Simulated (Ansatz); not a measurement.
# InP (F-43m) in Ansatz: a series of runs

The runs below take InP through single point, equation of state, with BLYP+D3(BJ).

All numbers are computed with Ansatz 0.2.0; they aren't measurements. Logs are shortened: lines on timing, memory, paths and dates and some standing lists are left out, and cuts for length are marked.

**Experimental background.**

From a printed reference work, data compilation, for a bulk crystal of InP: bulk modulus 71 GPa.

How close the calculation comes is told below.

## 1. The crystal as given

It takes space group F-43m (No. 216, cubic). The conventional cell has a = 5.861 Å, b = 5.861 Å, c = 5.861 Å, α = 90.00°, β = 90.00°, γ = 90.00°. In (site symmetry -43m) is surrounded by 4 P at 2.54 Å. P (site symmetry -43m) has 4 In at 2.54 Å as nearest neighbours.

## 2. Single point, BLYP+D3(BJ), 23.66 Å³/atom (volume scaled by 0.94)

The input, input.yaml:

```yaml
crystal:
  lattice:
    - [0.0, 2.8706770916, 2.8706770916]
    - [2.8706770916, 0.0, 2.8706770916]
    - [2.8706770916, 2.8706770916, 0.0]
  atoms:
    - { symbol: In, position: [0.0, 0.0, 0.0] }
    - { symbol: P, position: [0.75, 0.75, 0.75] }
hamiltonian:
  xc: blyp
  pseudopotentials: { kind: paw }
  dispersion: d3bj
kpoints:
  mp_grid: { grid: [8, 8, 8] }
scf:
  occupations: { method: fermi_dirac, width: 0.05 }
output:
  forces: true
  stress: true
  eigenvalues: true
```

Potentials or basis: Ansatz PAW.

Launch:

```
> ansatz run input.yaml --threads 2 --pin off --max-ram 5120MiB --backend cpu --events-out ev --progress --plain --runs-dir out
```

Standard output:

```text
Warning: RAYON_NUM_THREADS=2 ignored (pool sized by the plan → 2); use --threads N
Engine: ansatz 0.2.0, aarch64-unknown-linux-gnu
Pseudopotentials: kind: paw
Pseudopotential: In, paw, valence charge 13, recommended cutoff 420 eV (normal), In.paw.azcp
Pseudopotential: P, paw, valence charge 5, recommended cutoff 420 eV (normal), P.paw.azcp
Functional definition: BLYP
  parameter beta = 0.0042
  parameter a = 0.04918
  parameter b = 0.132
  parameter c = 0.2533
  parameter d = 0.349
  exchange = b88_x(beta = beta)
  correlation = lyp_c(a = a, b = b, c = c, d = d)
Crystal: 2 atoms, lattice volume = 47.313 Å³
Basis set: ecut = 420 eV, 941 PW (Γ), exchange–correlation on 60×60×60 points (8 copies of the dense FFT grid, shifted against one another)
Bands: 13, of which v1, the nominal top of the filled ones, is band 9 counted from 1 (8 counted from 0)
Symmetry: 24 space group operations
Space group: F-43m (ITA 216), of the structure as read, at distance tolerance 3.6e-5 Å
k-points: 29 of 512 (time reversal used)
Non-local potential: In, projectors of the file, l = 0: 2, l = 1: 2, l = 2: 2, l = 3: 2
Non-local potential: P, projectors of the file, l = 0: 2, l = 1: 2, l = 2: 2
PAW form: soft (Blöchl's): semilocal exchange-correlation on the pseudo side does not see the compensation charge
PAW frozen core: In, regenerated for the run's functional, and the local potential with it (the file was generated under x = pbe(κ = 0.804, μ = 0.2195149727645171), c = pbe(β = 0.06672455060314922))
PAW frozen core: P, regenerated for the run's functional, and the local potential with it (the file was generated under x = pbe(κ = 0.804, μ = 0.2195149727645171), c = pbe(β = 0.06672455060314922))
PAW one-centre angular grid: In, 590 points (default); XC on 64 Gauss nodes
PAW one-centre angular grid: P, 110 points (default); XC on 64 Gauss nodes
Initial density: superposition of atomic densities (neutral atoms: chi_scale 0, normalization atom), corrected by the library's trained network
Initial wavefunctions: pseudopotential atomic-orbital guess
Functional: x = b88, c = lyp
SCF iter   1: F=—  HF=-6375.379241 eV  |F-HF|=—  |Δ(HF+E_count)|=         —  Δρ=5.00e-3  dr2=1.17e-2  ethr=1.77e-3  ⟨swp⟩=6.4  Hψ=2545  notcnv=0
preconditioner: auto → none  [insulator: Δε(μ)=0.973 eV  Ē_g=15.066 eV  σ=0.050 eV  W_gap=1.00  n_scr=14 (ndim 8)  ℏωp=22.9 eV  f_vac=0.012  D(μ)=0.00/eV (n_scr^D=0)  ε∞_Penn≈3.3]
SCF iter   2: F=—  HF=-6375.374162 eV  |F-HF|=—  |Δ(HF+E_count)|=   5.08e-3  Δρ=2.20e-3  dr2=1.46e-3  ethr=6.50e-5  ⟨swp⟩=2.4  Hψ=894  notcnv=0
SCF iter   3: F=—  HF=-6375.373879 eV  |F-HF|=—  |Δ(HF+E_count)|=   2.84e-4  Δρ=7.38e-4  dr2=1.52e-4  ethr=8.12e-6  ⟨swp⟩=1.9  Hψ=429  notcnv=0
SCF iter   4: F=—  HF=-6375.373866 eV  |F-HF|=—  |Δ(HF+E_count)|=   1.28e-5  Δρ=1.01e-4  dr2=3.47e-6  ethr=8.44e-7  ⟨swp⟩=2.1  Hψ=506  notcnv=0
SCF iter   5: F=—  HF=-6375.373860 eV  |F-HF|=—  |Δ(HF+E_count)|=   5.76e-6  Δρ=4.20e-5  dr2=6.61e-7  ethr=1.93e-8  ⟨swp⟩=2.1  Hψ=673  notcnv=0
SCF iter   6: F=—  HF=-6375.373860 eV  |F-HF|=—  |Δ(HF+E_count)|=   5.29e-8  Δρ=2.07e-5  dr2=1.61e-7  ethr=3.67e-9  ⟨swp⟩=2.0  Hψ=458  notcnv=0
SCF iter   7: F=-6375.373860 eV  HF=-6375.373860 eV  |F-HF|=1.42e-8  |Δ(HF+E_count)|=   7.54e-9  Δρ=7.19e-6  dr2=1.93e-8  ethr=5.56e-10  ⟨swp⟩=5.8  Hψ=1556  notcnv=0
SCF 1 converged in 7 iterations: F = -6375.373860 eV  dr2 = 1.93e-8
SCF converged after 7 iterations
Free energy (F): -6375.373860 eV
Harris-Foulkes:  -6375.373860 eV  (|F-HF|=1.42e-8)
Internal energy: -6375.373860 eV  (E = F + TS)
E sigma→0 (E₀):  -6375.373860 eV
Entropy (-TS):   -0.000001 eV (-0.000 meV/atom)
Fermi energy:    8.736216 eV
--- Per-component energies (eV) ---
  E_band       = -33.222736
  E_kinetic    = 317.459234
  E_local      = -1362.283735  (includes V_loc(G=0)·N_el)
  E_nonlocal   = 401.394595
  E_hartree    = 538.964559
  E_xc         = -274.511050
  E_vxc        = -157.671876  (∫ρ·V_xc dr)
  E_paw        = -4748.542940  (= ΣΔE_a)
  E_vpaw       = -310.055095  (= ΣTr[D̂ρ^β])
  E_aug_tail   = 0.000030  (compensation charges beyond the density's cutoff)
  E_ewald      = -1246.146996
  E_disp       = -1.534837  (pairwise vdW)
  E_core_change = -0.172721  (= ΣΔE_core)
  E_smearing   = -0.000001  (= −TS)
  E_closure    = -0.000000  (closes the sum)
  Σ components = -6375.373860   (vs F -6375.373860, Δ=0.00e0)
--- Forces (eV/Å), atoms counted from 1 ---
  atom   1  In    -0.00000000     0.00000000     0.00000000
  atom   2  P      0.00000000    -0.00000000     0.00000000
  max |Σ_I F_I| component: 1.30e-16 eV/Å
--- Stress (GPa, compression-positive) ---
        6.524624       0.000000       0.000000
        0.000000       6.524624       0.000000
       -0.000000       0.000000       6.524624
  P = ⅓ Tr σ = 6.5246 GPa (65.246 kbar)
--- Band table (eV; the first three rows and the last of 29) ---
  k-point 0: bands = ["-6.1457", "-6.1457", "-6.1457", "-5.9623", "-5.9623", "-3.7310", "8.2308", "8.2308", "8.2308", "9.1814", "12.3274", "12.3274", "12.3274"]
  k-point 1: bands = ["-6.1704", "-6.1366", "-6.1366", "-5.9622", "-5.9622", "-3.5353", "6.6748", "8.0259", "8.0259", "10.0668", "12.5555", "12.6235", "12.6235"]
  k-point 2: bands = ["-6.2255", "-6.1174", "-6.1174", "-5.9591", "-5.9591", "-2.9891", "4.6580", "7.6205", "7.6205", "10.1637", "13.0733", "13.0733", "13.7598"]
  k-point 28: bands = ["-6.3322", "-6.0724", "-6.0295", "-5.9877", "-5.9443", "-0.9985", "2.3330", "5.0737", "5.0888", "12.6469", "12.7959", "13.9688", "14.5742"]
```

Run time: 1.1 s. Hardware: 2 threads of Arm Neoverse V2, shared host; peak memory 0.31 GiB.

What came out:

```yaml
Free_energy: -6375.3739 eV
Pressure: 6.5 GPa
Band_gap_on_the_k_mesh: 0.95 eV, direct
```

Caveat: spin-orbit coupling is left out, which moves the levels of the heavy elements; the PAW data sets come from PBE, with cores solved anew for the run's functional, which leaves a small shift of forces and pressure.

## 3. Single point, BLYP+D3(BJ), 24.16 Å³/atom (volume scaled by 0.96)

input.yaml: that of step 2 with these lines changed.

```diff
@@ -2,5 +2,5 @@
   lattice:
-    - [0.0, 2.8706770916, 2.8706770916]
-    - [2.8706770916, 0.0, 2.8706770916]
-    - [2.8706770916, 2.8706770916, 0.0]
+    - [0.0, 2.8908937935, 2.8908937935]
+    - [2.8908937935, 0.0, 2.8908937935]
+    - [2.8908937935, 2.8908937935, 0.0]
   atoms:
@@ -20 +20,5 @@
   eigenvalues: true
+  write_density: true
+  write_potential: true
+  elf: true
+  volumetric_format: npy
```

Potentials or basis: Ansatz PAW.

Launch:

```
> ansatz run input.yaml --threads 2 --pin off --max-ram 5120MiB --backend cpu --events-out ev --progress --plain --runs-dir out
```

Run time: 1.5 s. Hardware: 2 threads of Arm Neoverse V2, shared host; peak memory 0.31 GiB.

Results (log left out):

* Free energy: -6375.4090 eV
* Pressure: 4.7 GPa
* Band gap on the k mesh: 0.83 eV, direct

Caveat: spin-orbit coupling is left out, which moves the levels of the heavy elements; the PAW data sets come from PBE, with cores solved anew for the run's functional, which leaves a small shift of forces and pressure.

## 4. Single point, BLYP+D3(BJ), 24.66 Å³/atom (volume scaled by 0.98)

The input, input.yaml:

```yaml
crystal:
  lattice:
    - [0.0, 2.9108316221, 2.9108316221]
    - [2.9108316221, 0.0, 2.9108316221]
    - [2.9108316221, 2.9108316221, 0.0]
  atoms:
    - { symbol: In, position: [0.0, 0.0, 0.0] }
    - { symbol: P, position: [0.75, 0.75, 0.75] }
hamiltonian:
  xc: blyp
  pseudopotentials: { kind: paw }
  dispersion: d3bj
kpoints:
  mp_grid: { grid: [8, 8, 8] }
scf:
  occupations: { method: fermi_dirac, width: 0.05 }
output:
  forces: true
  stress: true
  eigenvalues: true
```

Launch:

```
> ansatz run input.yaml --threads 2 --pin off --max-ram 5120MiB --backend cpu --events-out ev --progress --plain --runs-dir out
```

Wall time 1.1 s (2 threads of Arm Neoverse V2, shared host); peak memory 0.31 GiB.

The run converged. Its results:

```
Free energy            : -6375.4332 eV
Pressure               : 3.0 GPa
Band gap on the k mesh : 0.71 eV, direct
```

Caveat: spin-orbit coupling is left out, which moves the levels of the heavy elements; the PAW data sets come from PBE, with cores solved anew for the run's functional, which leaves a small shift of forces and pressure.

## 5. Single point, BLYP+D3(BJ), 25.17 Å³/atom

input.yaml: that of step 4 with these lines changed.

```diff
@@ -2,5 +2,5 @@
   lattice:
-    - [0.0, 2.9108316221, 2.9108316221]
-    - [2.9108316221, 0.0, 2.9108316221]
-    - [2.9108316221, 2.9108316221, 0.0]
+    - [0.0, 2.9305, 2.9305]
+    - [2.9305, 0.0, 2.9305]
+    - [2.9305, 2.9305, 0.0]
   atoms:
```

Launch:

```
> ansatz run input.yaml --threads 2 --pin off --max-ram 5120MiB --backend cpu --events-out ev --progress --plain --runs-dir out
```

Wall time 1.1 s (2 threads of Arm Neoverse V2, shared host); peak memory 0.31 GiB.

Results (log left out):

* Free energy: -6375.4477 eV
* Pressure: 1.6 GPa
* Band gap on the k mesh: 0.60 eV, direct

Caveat: spin-orbit coupling is left out, which moves the levels of the heavy elements; the PAW data sets come from PBE, with cores solved anew for the run's functional, which leaves a small shift of forces and pressure.

## 6. Single point, BLYP+D3(BJ), 25.67 Å³/atom (volume scaled by 1.02)

input.yaml: that of step 5 with these lines changed.

```diff
@@ -2,5 +2,5 @@
   lattice:
-    - [0.0, 2.9305, 2.9305]
-    - [2.9305, 0.0, 2.9305]
-    - [2.9305, 2.9305, 0.0]
+    - [0.0, 2.9499078504, 2.9499078504]
+    - [2.9499078504, 0.0, 2.9499078504]
+    - [2.9499078504, 2.9499078504, 0.0]
   atoms:
@@ -20 +20,5 @@
   eigenvalues: true
+  write_density: true
+  write_potential: true
+  elf: true
+  volumetric_format: npy
```

Potentials or basis: Ansatz PAW.

Launch:

```
> ansatz run input.yaml --threads 2 --pin off --max-ram 5120MiB --backend cpu --events-out ev --progress --plain --runs-dir out
```

It took 1.5 s on 2 threads of Arm Neoverse V2, shared host; peak memory 0.32 GiB.

It converged, with:

| Quantity | Value |
| --- | --- |
| Free energy | -6375.4534 eV |
| Pressure | 0.3 GPa |
| Band gap on the k mesh | 0.49 eV, direct |

Caveat: spin-orbit coupling is left out, which moves the levels of the heavy elements; the PAW data sets come from PBE, with cores solved anew for the run's functional, which leaves a small shift of forces and pressure.

## 7. Single point, BLYP+D3(BJ), 26.17 Å³/atom (volume scaled by 1.04)

input.yaml: that of step 6 with these lines changed.

```diff
@@ -2,5 +2,5 @@
   lattice:
-    - [0.0, 2.9499078504, 2.9499078504]
-    - [2.9499078504, 0.0, 2.9499078504]
-    - [2.9499078504, 2.9499078504, 0.0]
+    - [0.0, 2.9690636329, 2.9690636329]
+    - [2.9690636329, 0.0, 2.9690636329]
+    - [2.9690636329, 2.9690636329, 0.0]
   atoms:
```

Launch:

```
> ansatz run input.yaml --threads 2 --pin off --max-ram 5120MiB --backend cpu --events-out ev --progress --plain --runs-dir out
```

It took 1.6 s on 2 threads of Arm Neoverse V2, shared host; peak memory 0.32 GiB.

The run converged. Its results:

```
Free energy            : -6375.4514 eV
Pressure               : -0.9 GPa
Band gap on the k mesh : 0.38 eV, direct
```

Caveat: spin-orbit coupling is left out, which moves the levels of the heavy elements; the PAW data sets come from PBE, with cores solved anew for the run's functional, which leaves a small shift of forces and pressure.

## 8. Single point, BLYP+D3(BJ), 26.68 Å³/atom (volume scaled by 1.06)

input.yaml: that of step 7 with these lines changed.

```diff
@@ -2,5 +2,5 @@
   lattice:
-    - [0.0, 2.9690636329, 2.9690636329]
-    - [2.9690636329, 0.0, 2.9690636329]
-    - [2.9690636329, 2.9690636329, 0.0]
+    - [0.0, 2.9879753761, 2.9879753761]
+    - [2.9879753761, 0.0, 2.9879753761]
+    - [2.9879753761, 2.9879753761, 0.0]
   atoms:
```

Launch:

```
> ansatz run input.yaml --threads 2 --pin off --max-ram 5120MiB --backend cpu --events-out ev --progress --plain --runs-dir out
```

It took 1.6 s on 2 threads of Arm Neoverse V2, shared host; peak memory 0.32 GiB.

Results (log left out):

```
Free energy            : -6375.4424 eV
Pressure               : -1.9 GPa
Band gap on the k mesh : 0.27 eV, direct
```

Caveat: spin-orbit coupling is left out, which moves the levels of the heavy elements; the PAW data sets come from PBE, with cores solved anew for the run's functional, which leaves a small shift of forces and pressure.

## 9. Equation of state, BLYP+D3(BJ)

Potentials or basis: Ansatz PAW.

This step only gathers the single runs of the series.

Results:

```
Equilibrium volume                      : 25.78 Å³/atom
Bulk modulus                            : 62 GPa
Pressure derivative of the bulk modulus : 4.8
```

Energy against volume, from the lowest point:
```tsv
volume (Å³/atom)	energy (meV/atom)
23.657	39.77
24.160	22.20
24.663	10.10
25.167	2.87
25.670	0.00
26.173	1.02
26.677	5.52
```

Caveat: the potentials were made for another functional, which shifts forces and pressure.

## 10. How close it comes

Step 9. A measured bulk modulus of InP is 71 GPa (a printed reference work, data compilation); the calculated 62 GPa misses it by -12.9 %. The fit is for a static lattice scaled at fixed shape and fixed fractional positions.
